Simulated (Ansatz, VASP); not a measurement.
## Two plane-wave programs on I

File INCAR:

```
SYSTEM = I
ALGO = Normal ; EDIFF = 1E-7
ENCUT = 520 ; GGA = PE
ISIF = 2 ; ISMEAR = -1
LASPH = .True. ; LCHARG = .False.
LREAL = .False. ; LWAVE = .False.
NBANDS = 10 ; NELM = 60
PREC = Accurate ; SIGMA = 0.05
```

KPOINTS

```
k-points
0
Gamma
  11 11 11
  0 0 0
```

The input POSCAR:

```
I
1.0
   -1.6066002635      1.6066002635      4.2361842651
    1.6066002635     -1.6066002635      4.2361842651
    1.6066002635      1.6066002635     -4.2361842651
I
1
Direct
    0.0000000000      0.0000000000      0.0000000000
```

The input input.yaml:

```yaml
crystal:
  lattice:
    - [-1.6066002635, 1.6066002635, 4.2361842651]
    - [1.6066002635, -1.6066002635, 4.2361842651]
    - [1.6066002635, 1.6066002635, -4.2361842651]
  atoms:
    - { symbol: I, position: [0.0, 0.0, 0.0] }
hamiltonian:
  xc: pbe
  pseudopotentials: { kind: paw }
kpoints:
  mp_grid: { grid: [11, 11, 11] }
scf:
  occupations: { method: fermi_dirac, width: 0.05 }
output:
  forces: true
  stress: true
  eigenvalues: true
  write_density: true
  write_potential: true
  elf: true
  volumetric_format: npy
```

Change from the starting cell: volume scaled by 0.98.

Alike in both runs: task single point; functional PBE; k mesh 11 × 11 × 11; occupations fermi-dirac, width 0.05 eV; no spin polarisation.

```csv
,VASP,Ansatz
version,VASP 6.6.1,Ansatz 0.2.0
potentials or method,"VASP PAW PBE potentials, release 64 (I)",Ansatz PAW
plane-wave cutoff (eV),520,420
valence electrons in the cell,7,17
```

Ansatz gave:

| Property | Result |
| --- | --- |
| gap on the k mesh at the Fermi level (eV) | none |
| pressure (GPa) | 0.6 |
| largest component of the traceless stress (GPa) | 0.46 |

Task: What did VASP give for the same quantities?

Result: gap on the k mesh at the Fermi level (eV): none; pressure (GPa): 0.6; largest component of the traceless stress (GPa): 0.43.

A gap of «none» marks a metal or a gap that the smearing closes. The two sets of potentials don't hold the same shells in valence.

Caveats: an odd number of electrons without spin polarisation forces a metal; a magnetic or distorted state may lie lower. Spin-orbit coupling is left out, which matters for the levels of I.
